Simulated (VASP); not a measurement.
# Ir (P6_3/mmc) in VASP: notebook

One crystal, Ir, is run at these levels: PBEsol, r2SCAN; tasks: single point.

All numbers are computed with VASP 6.6.1; they aren't measurements. Logs are shortened: lines on timing, memory, paths and dates and some standing lists are left out, and cuts for length are marked.

## 1. The crystal as given

Symmetry: P6_3/mmc, No. 194, hexagonal system. The conventional cell has a = 2.721 Å, b = 2.721 Å, c = 4.412 Å, α = 90.00°, β = 90.00°, γ = 120.00°. Ir (site symmetry -6m2) has 12 Ir at 2.71 to 2.72 Å as nearest neighbours.

This isn't the form of Ir at room conditions, which is fcc.

## 2. Single point, PBEsol

INCAR

```
PREC = Accurate ; ENCUT = 700
EDIFF = 1E-7 ; ISMEAR = 0
SIGMA = 0.1 ; LREAL = False
LASPH = True ; NELM = 80
ALGO = Fast ; ISIF = 2
LWAVE = False ; LCHARG = True
GGA = PS ; LELF = True
LVHAR = True ; NBANDS = 16
```

KPOINTS

```
regular mesh
0
Gamma
  18 18 10
```

POSCAR

```
Ir
1.0
    2.7214100000      0.0000000000      0.0000000000
   -1.3607100000      2.3568100000      0.0000000000
    0.0000000000      0.0000000000      4.4120300000
Ir
2
Direct
    0.3333300000      0.6666700000      0.2500000000
    0.6666700000      0.3333300000      0.7500000000
```

Potentials or basis: VASP PAW PBE potentials, release 64 (Ir).

Launch:

```console
cat potpaw_PBE.64/Ir/POTCAR > POTCAR
mpirun -np 1 vasp_std > vasp.out
```

OUTCAR:

```text
PREC = Accurate
   ENCUT = 700
   EDIFF = 1E-7
   ISMEAR = 0
   LREAL = False
   LASPH = True
   NELM = 80
   ISIF = 2
   GGA = PS

 ion  position               nearest neighbor table
   1  0.333  0.667  0.250-   2 2.71   2 2.71   2 2.71   2 2.71   2 2.71   2 2.71
   2  0.667  0.333  0.750-   1 2.71   1 2.71   1 2.71   1 2.71   1 2.71   1 2.71

  LATTYP: Found a hexagonal cell.
 ALAT       =     2.7214100000
 C/A-ratio  =     1.6212294362

  Lattice vectors:

 A1 = (   2.7214100000,   0.0000000000,   0.0000000000)
 A2 = (  -1.3607100000,   2.3568100000,   0.0000000000)
 A3 = (   0.0000000000,   0.0000000000,   4.4120300000)

Analysis of symmetry for initial positions (statically):
=====================================================================
 Subroutine PRICEL returns:
 Original cell was already a primitive cell.

 Routine SETGRP: Setting up the symmetry group for a
 hexagonal supercell.

 Subroutine GETGRP returns: Found  8 space group operations
 (whereof  4 operations were pure point group operations)
 out of a pool of 24 trial point group operations.

The static configuration has the point symmetry C_2h.
 The point group associated with its full space group is D_2h.

Analysis of symmetry for dynamics (positions and initial velocities):
=====================================================================
 Subroutine PRICEL returns:
 Original cell was already a primitive cell.

 Routine SETGRP: Setting up the symmetry group for a
 hexagonal supercell.

 Subroutine GETGRP returns: Found  8 space group operations
 (whereof  4 operations were pure point group operations)
 out of a pool of 24 trial point group operations.

The dynamic configuration has the point symmetry C_2h.
 The point group associated with its full space group is D_2h.

 Subroutine INISYM returns: Found  8 space group operations
 (whereof  4 operations are pure point group operations),
 and found     1 'primitive' translations

----------------------------------------------------------------------------------------

                                     Primitive cell

  volume of cell :      28.2981

  direct lattice vectors                    reciprocal lattice vectors
     2.721410000  0.000000000  0.000000000     0.367456576  0.212151950  0.000000000
    -1.360710000  2.356810000  0.000000000     0.000000000  0.424302341  0.000000000
     0.000000000  0.000000000  4.412030000     0.000000000  0.000000000  0.226653037

  length of vectors
[... 83 lines left out ...]
   LREAL  =      F    real-space projection
   EDIFFG = 0.1E-05   stopping-criterion for IOM
   NSW    =      0    number of steps for IOM
   IBRION =     -1    ionic relax: 0-MD 1-quasi-New 2-CG
   NFREE  =      0    steps in history (QN), initial steepest desc. (CG)
   ISIF   =      2    stress and relaxation
   ISYM   =      2    0-nonsym 1-usesym 2-fastsym
   POTIM  = 0.5000    time-step for ionic-motion
   TEBEG  =    0.0;   TEEND  =   0.0 temperature during run
   PSTRESS=    0.0 pullay stress
   NELECT =      18.0000    total number of electrons
   NUPDOWN=      -1.0000    fix difference up-down
   EMIN   =  10.00;   EMAX   =-10.00  energy-range for DOS
   EFERMI =   0.00;   METHOD = LEGACY
   ISMEAR =     0;   SIGMA  =   0.10  broadening in eV -4-tet -1-fermi 0-gaus
   EFERMI_NEDOS =   21; number of points for ismear=-14 and -15
   IALGO  =     68    algorithm
   IMIX   =      4    mixing-type and parameters
     AMIX     =   0.40;   BMIX     =  1.00
     AMIX_MAG =   1.60;   BMIX_MAG =  1.00
  volume/ion in A,a.u.               =      14.15        95.48
  Fermi-wavevector in a.u.,A,eV,Ry     =   1.407927  2.660595 26.970246  1.982257
  Thomas-Fermi vector in A             =   2.530136
   LORBIT       =      0    0 simple, 1 ext, 2 COOP (PROOUT), +10 PAW based schemes
   GGA     = PS    functional components
   LHFCALC =     F    Hartree Fock is set to
   AEXX    =    0.0000 exact exchange contribution
   IVDW    =     0    specifies the selected vdW correction
   LEPSILON=     F    determine dielectric tensor
   LRPA    =     F    only Hartree local field effects (RPA)
 non-spin polarized calculation
 RMM-DIIS sequential band-by-band and
 Gauss-broadening in eV      SIGMA  =   0.10
  energy-cutoff  :      700.00
  volume of cell :       28.30
 maximum number of plane-waves:      1206
   NGX = 11   NGY = 11   NGZ = 19

 number of electron      18.0000001 magnetization

 Free energy of the ion-electron system (eV)
  ---------------------------------------------------
  ext. energy  EPLUGINS =         0.00000000
  ---------------------------------------------------
  free energy    TOTEN  =       -19.49255030 eV

  energy without entropy =      -19.48249481  energy(sigma->0) =      -19.48752255

 E-fermi :  10.3749     XC(G=0): -14.1002

 val. band max:       10.3690838523   @ k =   0.3333   0.3333   0.1000
 cond. band min:      10.3748638351   @ k =  -0.3333   0.3333   0.4000
 fundamental gap:      0.0057799828
 Fermi energy:        10.3748594883

 k-point     1 :       0.0000    0.0000    0.0000
  band No.  band energies     occupation
      1      -0.9457      2.00000
      2       2.1254      2.00000
      3       6.3941      2.00000
      4       6.4952      2.00000
      5       6.4952      2.00000
      6       7.1605      2.00000
[... 433 lines left out ...]
      3       5.5836      2.00000
      4       6.7348      2.00000
      5       6.7357      2.00000
      6       7.1951      2.00000
[... 8 lines left out ...]
     15      27.7277      0.00000
     16      28.0566      0.00000

 [... further k-points ...]

------------------------ aborting loop because EDIFF is reached ----------------------------------------

  FORCE on cell =-STRESS in cart. coord.  units (eV):
  Direction    XX          YY          ZZ          XY          YZ          ZX
  --------------------------------------------------------------------------------------
  -------------------------------------------------------------------------------------
  Total       -0.0011305     -0.0010022     -0.0013297      0.0001111      0.0000000     -0.0000000
  in kB       -0.0640060     -0.0567453     -0.0752826      0.0062881      0.0000000     -0.0000000
  external PRESSURE =      -0.0653446 kB  Pullay stress =       0.0000000 kB

 VOLUME and BASIS-vectors are now :
 -----------------------------------------------------------------------------
  energy-cutoff  :      700.00
  volume of cell :       28.30
      direct lattice vectors                 reciprocal lattice vectors
     2.721410000  0.000000000  0.000000000     0.367456576  0.212151950  0.000000000
    -1.360710000  2.356810000  0.000000000     0.000000000  0.424302341  0.000000000
     0.000000000  0.000000000  4.412030000     0.000000000  0.000000000  0.226653037

 POSITION                                       TOTAL-FORCE (eV/Angst)
 -----------------------------------------------------------------------------------
     -0.00002      1.57121      1.10301         0.000158     -0.000091      0.000000
      1.36072      0.78560      3.30902        -0.000158      0.000091     -0.000000
 -----------------------------------------------------------------------------------
    total drift:                                0.000000     -0.000000      0.000000

  FREE ENERGIE OF THE ION-ELECTRON SYSTEM (eV)
  ---------------------------------------------------
  free  energy   TOTEN  =       -19.4925502972 eV

  energy  without entropy=      -19.4824948077  energy(sigma->0) =      -19.48752255
```

OSZICAR:

```text
N       E                     dE             d eps       ncg     rms          rms(c)
DAV:   1     0.164182979030E+03    0.16418E+03   -0.10212E+04 17472   0.144E+03
DAV:   2    -0.161634635328E+02   -0.18035E+03   -0.16188E+03 17472   0.338E+02
DAV:   3    -0.206774480590E+02   -0.45140E+01   -0.44414E+01 23704   0.647E+01
[... 11 lines left out ...]
RMM:  15    -0.194925533053E+02    0.33353E-04   -0.81359E-05 20535   0.805E-02    0.389E-02
RMM:  16    -0.194925512699E+02    0.20355E-05   -0.19061E-05 19967   0.334E-02    0.243E-02
RMM:  17    -0.194925500435E+02    0.12264E-05   -0.39698E-06 20368   0.182E-02    0.630E-03
RMM:  18    -0.194925502634E+02   -0.21992E-06   -0.14014E-06 19423   0.793E-03    0.158E-03
RMM:  19    -0.194925502972E+02   -0.33832E-07   -0.12924E-07 12112   0.311E-03
   1 F= -.19492550E+02 E0= -.19487523E+02  d E =-.100555E-01
```

Wall time 11 min (1 thread of Intel Xeon Platinum 8175M at 2.50GHz (Skylake/Cascade Lake), shared host); peak memory 0.43 GiB.

What came out:

```
Free energy            : -19.4926 eV
Pressure               : 0.0 GPa
Band gap on the k mesh : none (metal or under the smearing width)
```

Levels at points of the mesh, in eV from the Fermi level:
```csv
k point,band 7,band 8,band 9,band 10,band 11,band 12
"(0.00, 0.00, 0.00)",-3.21,-2.41,-2.41,-0.89,0.27,0.27
"(0.50, 0.00, 0.00)",-3.02,0.71,0.98,1.13,2.94,4.39
"(0.50, 0.50, 0.00)",-3.02,0.71,0.98,1.13,2.94,4.39
"(0.00, 0.00, 0.50)",-4.00,-4.00,-0.48,-0.48,-0.48,-0.48
"(0.50, 0.00, 0.50)",-1.02,-1.02,0.96,0.96,2.00,2.00
"(0.50, 0.50, 0.50)",-1.02,-1.02,0.96,0.96,2.00,2.00
```

Caveat: the PAW data sets were made with another functional, which shifts forces and pressure a little. Spin-orbit coupling is left out, which matters for the levels of Ir.

## 3. Single point, PBEsol

Changes to INCAR since step 2:

```diff
@@ -1,2 +1,2 @@
-PREC = Accurate ; ENCUT = 700
+PREC = Accurate ; ENCUT = 520
 EDIFF = 1E-7 ; ISMEAR = 0
```

KPOINTS

```
regular mesh
0
Gamma
  27 27 14
```

POSCAR is that of step 2.

Potentials or basis: VASP PAW PBE potentials, release 64 (Ir).

Launch:

```console
cat potpaw_PBE.64/Ir/POTCAR > POTCAR
mpirun -np 1 vasp_std > vasp.out
```

Run time: 21 min. Hardware: 1 thread of Intel Xeon Platinum 8175M at 2.50GHz (Skylake/Cascade Lake), shared host; peak memory 0.66 GiB.

The run converged. Its results:

```
Free energy            : -19.4889 eV
Pressure               : 0.0 GPa
Band gap on the k mesh : none (metal or under the smearing width)
```

Stress tensor (GPa, compression positive):
```
-0.17  0.00  0.00
 0.00 -0.17  0.00
 0.00  0.00  0.27
```

Levels at points of the mesh, in eV from the Fermi level:
| k point | band 5 | band 6 | band 7 | band 8 | band 9 | band 10 | band 11 | band 12 | band 13 | band 14 |
| --- | --- | --- | --- | --- | --- | --- | --- | --- | --- | --- |
| (0.00, 0.00, 0.00) | -3.88 | -3.21 | -3.21 | -2.40 | -2.40 | -0.89 | 0.27 | 0.27 | 7.05 | 14.21 |
| (0.00, 0.00, 0.50) | -4.00 | -4.00 | -4.00 | -4.00 | -0.48 | -0.48 | -0.48 | -0.48 | 13.59 | 13.59 |

Caveat: the PAW data sets were made with another functional, which shifts forces and pressure a little.

## 4. Single point, PBEsol

Changes to INCAR since step 3:

```diff
@@ -2,3 +2,3 @@
 EDIFF = 1E-7 ; ISMEAR = 0
-SIGMA = 0.1 ; LREAL = False
+SIGMA = 0.5 ; LREAL = False
 LASPH = True ; NELM = 80
```

KPOINTS

```
regular mesh
0
Gamma
  18 18 10
```

POSCAR is that of step 3.

Launch:

```console
cat potpaw_PBE.64/Ir/POTCAR > POTCAR
mpirun -np 1 vasp_std > vasp.out
```

It took 7.5 min on 1 thread of Intel Xeon Platinum 8175M at 2.50GHz (Skylake/Cascade Lake), shared host; peak memory 0.31 GiB.

The run converged. Its results:

* Free energy: -19.6304 eV
* Pressure: 1.4 GPa
* Band gap on the k mesh: none (metal or under the smearing width)

Stress tensor (GPa, compression positive):
```
1.46 0.00 0.00
0.00 1.46 0.00
0.00 0.00 1.17
```

Levels at points of the mesh, in eV from the Fermi level:
```csv
k point,band 5,band 6,band 7,band 8,band 9,band 10,band 11,band 12,band 13,band 14
"(0.00, 0.00, 0.00)",-3.85,-3.18,-3.18,-2.37,-2.37,-0.86,0.31,0.31,7.08,14.24
"(0.50, 0.00, 0.00)",-3.57,-3.49,-2.99,0.75,1.02,1.17,2.98,4.43,8.24,10.31
"(0.50, 0.50, 0.00)",-3.57,-3.49,-2.99,0.75,1.02,1.17,2.98,4.43,8.24,10.31
"(0.00, 0.00, 0.50)",-3.97,-3.97,-3.97,-3.97,-0.44,-0.44,-0.44,-0.44,13.62,13.62
"(0.50, 0.00, 0.50)",-2.12,-2.12,-0.99,-0.99,1.00,1.00,2.03,2.03,7.68,7.68
"(0.50, 0.50, 0.50)",-2.12,-2.12,-0.99,-0.99,1.00,1.00,2.03,2.03,7.68,7.68
```

Caveat: the PAW data sets were made with another functional, which shifts forces and pressure a little.

## 5. Single point, PBEsol

INCAR

```
PREC = Accurate ; ENCUT = 900
EDIFF = 1E-7 ; ISMEAR = 0
SIGMA = 0.1 ; LREAL = False
LASPH = True ; NELM = 80
ALGO = Fast ; ISIF = 2
LWAVE = False ; LCHARG = True
GGA = PS ; LELF = True
LVHAR = True ; NBANDS = 16
```

KPOINTS is that of step 4.

POSCAR is that of step 4.

Launch:

```console
cat potpaw_PBE.64/Ir/POTCAR > POTCAR
mpirun -np 1 vasp_std > vasp.out
```

Run time: 18 min. Hardware: 1 thread of Intel Xeon Platinum 8175M at 2.50GHz (Skylake/Cascade Lake), shared host; peak memory 0.59 GiB.

The run converged. Its results:

```yaml
Free_energy: -19.4924 eV
Pressure: 0.0 GPa
Band_gap_on_the_k_mesh: none (metal or under the smearing width)
```

Levels at points of the mesh, in eV from the Fermi level:
```csv
k point,band 7,band 8,band 9,band 10,band 11,band 12
"(0.00, 0.00, 0.00)",-3.21,-2.41,-2.41,-0.89,0.27,0.27
"(0.50, 0.00, 0.00)",-3.02,0.71,0.98,1.13,2.94,4.39
"(0.50, 0.50, 0.00)",-3.02,0.71,0.98,1.13,2.94,4.39
"(0.00, 0.00, 0.50)",-4.00,-4.00,-0.48,-0.48,-0.48,-0.48
"(0.50, 0.00, 0.50)",-1.02,-1.02,0.96,0.96,2.00,2.00
"(0.50, 0.50, 0.50)",-1.02,-1.02,0.96,0.96,2.00,2.00
```

Caveat: the PAW data sets were made with another functional, which shifts forces and pressure a little.

## 6. Single point, r2SCAN

INCAR

```
PREC = Accurate ; ENCUT = 520
EDIFF = 1E-7 ; ISMEAR = 0
SIGMA = 0.1 ; LREAL = False
LASPH = True ; NELM = 80
ALGO = Normal ; ISIF = 2
LWAVE = False ; LCHARG = True
METAGGA = R2SCAN ; LMIXTAU = True
LELF = True ; LVHAR = True
NBANDS = 16
```

KPOINTS is that of step 5.

POSCAR is that of step 5.

Potentials or basis: VASP PAW PBE potentials, release 64 (Ir).

Launch:

```console
cat potpaw_PBE.64/Ir/POTCAR > POTCAR
mpirun -np 1 vasp_std > vasp.out
```

It took 26 min on 1 thread of Intel Xeon Platinum 8175M at 2.50GHz (Skylake/Cascade Lake), shared host; peak memory 0.32 GiB.

It converged, with:

```
Free energy            : -104.5557 eV
Pressure               : 5.6 GPa
Band gap on the k mesh : none (metal or under the smearing width)
```

Levels at points of the mesh, in eV from the Fermi level:
| k point | band 7 | band 8 | band 9 | band 10 | band 11 | band 12 |
| --- | --- | --- | --- | --- | --- | --- |
| (0.00, 0.00, 0.00) | -3.34 | -2.51 | -2.51 | -0.80 | 0.27 | 0.27 |
| (0.50, 0.00, 0.00) | -3.12 | 0.73 | 0.99 | 1.16 | 3.09 | 4.63 |
| (0.50, 0.50, 0.00) | -3.12 | 0.73 | 0.99 | 1.16 | 3.09 | 4.63 |
| (0.00, 0.00, 0.50) | -4.15 | -4.15 | -0.52 | -0.52 | -0.52 | -0.52 |
| (0.50, 0.00, 0.50) | -1.00 | -1.00 | 0.98 | 0.98 | 2.11 | 2.11 |
| (0.50, 0.50, 0.50) | -1.00 | -1.00 | 0.98 | 0.98 | 2.11 | 2.11 |

Caveat: the PAW data sets were made with another functional, which shifts forces and pressure a little. The run has no spin-orbit coupling, so splittings on Ir are missing.

## 7. Summary

| level | k mesh | cutoff (eV) | smearing | gap on the mesh (eV) | pressure (GPa) |
| --- | --- | --- | --- | --- | --- |
| PBEsol | 18 × 18 × 10 | 700 | gaussian 0.1 eV | none | 0.0 |
| PBEsol | 27 × 27 × 14 | 520 | gaussian 0.1 eV | none | 0.0 |
| PBEsol | 18 × 18 × 10 | 520 | gaussian 0.5 eV | none | 1.4 |
| PBEsol | 18 × 18 × 10 | 900 | gaussian 0.1 eV | none | 0.0 |
| r2SCAN | 18 × 18 × 10 | 520 | gaussian 0.1 eV | none | 5.6 |

Alike in all rows: task single point; potentials or basis VASP PAW PBE potentials, release 64 (Ir); no spin polarisation; cell as given.

Every run on the cell as given and a fine mesh finds a metal. The pressure there spans 0.0 GPa (PBEsol) to 5.6 GPa (r2SCAN); a positive pressure means that this level wants a larger cell, a negative one a smaller.

Caveats: the PAW data sets were made with another functional, which shifts forces and pressure a little.

Absolute energies hang on the potentials; compare differences alone.
